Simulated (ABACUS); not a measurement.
**LiF (Griceite) in ABACUS: convergence with k mesh**

Input of the first run (k mesh 1 × 1 × 1); the others differ in this setting and in those tied to it:

Contents of INPUT:

```
INPUT_PARAMETERS
suffix              LiF
calculation         scf
basis_type          pw
pseudo_dir          ./
symmetry            1
dft_functional      pbe
ecutwfc             84
pseudo_rcut         10
nspin               1
nbands              9
ks_solver           dav
smearing_method     gauss
smearing_sigma      0.00734986
scf_thr             1e-08
scf_nmax            100
mixing_type         broyden
mixing_beta         0.7
cal_force           1
cal_stress          1
```

File STRU:

```
ATOMIC_SPECIES
F 18.9984 09_F_7_1.5_1.5_pbe_n_v1.0.upf
Li 6.9400 03_Li_3_1.6_1.6_pbe_v1.0.upf

LATTICE_CONSTANT
1.8897261246

LATTICE_VECTORS
0.0000000000 2.0140000000 2.0140000000
2.0140000000 0.0000000000 2.0140000000
2.0140000000 2.0140000000 0.0000000000

ATOMIC_POSITIONS
Direct

F
0.0
1
0.5284740000 0.4910310000 0.4877350000 1 1 1

Li
0.0
1
0.0037810000 0.0032390000 -0.0106190000 1 1 1
```

Contents of KPT:

```
K_POINTS
0
Gamma
1 1 1 0 0 0
```

Potentials or basis: SPMS ONCV 1.0 PBE, plane waves.

Run with:

```bash
$ OMP_NUM_THREADS=1 mpirun -np 4 abacus > log
```

The cell isn't the ideal one: atoms moved at random.

Hardware: 4 MPI ranks on Intel(R) Xeon(R) 6975P-C (Granite Rapids), on a shared host.

```csv
k mesh,"energy less the tightest run, at zero smearing (meV/atom)",pressure (GPa),largest force (eV/Å),gap on the mesh (eV),SCF cycles,CPU time (s)
1 × 1 × 1,3295.04,77.90,0.083,7.476,7,1.4
2 × 2 × 2,160.63,7.23,0.067,8.977,7,2.1
3 × 3 × 3,9.68,2.42,0.097,9.110,7,2.9
4 × 4 × 4,0.80,2.07,0.100,9.122,7,4.5
5 × 5 × 5,0.08,2.06,0.100,9.124,7,6.6
6 × 6 × 6,0.01,2.08,0.100,9.124,7,11
7 × 7 × 7,0.00,2.06,0.100,9.124,7,15
9 × 9 × 9,0.00,2.06,0.100,9.124,7,29
10 × 10 × 10,0.00,2.06,0.100,9.124,7,51
```

Against the tightest run, the energy stays within 1 meV/atom from 4 × 4 × 4 on; the pressure stays within 0.1 GPa from 4 × 4 × 4 on; the largest force stays within 0.005 eV/Å from 3 × 3 × 3 on; the gap on the mesh stays within 0.01 eV from 4 × 4 × 4 on. Meshes of other sizes hit other points, so gaps and Fermi surfaces needn't settle smoothly. The tightest run that finished is the yardstick and may itself not be fully converged.
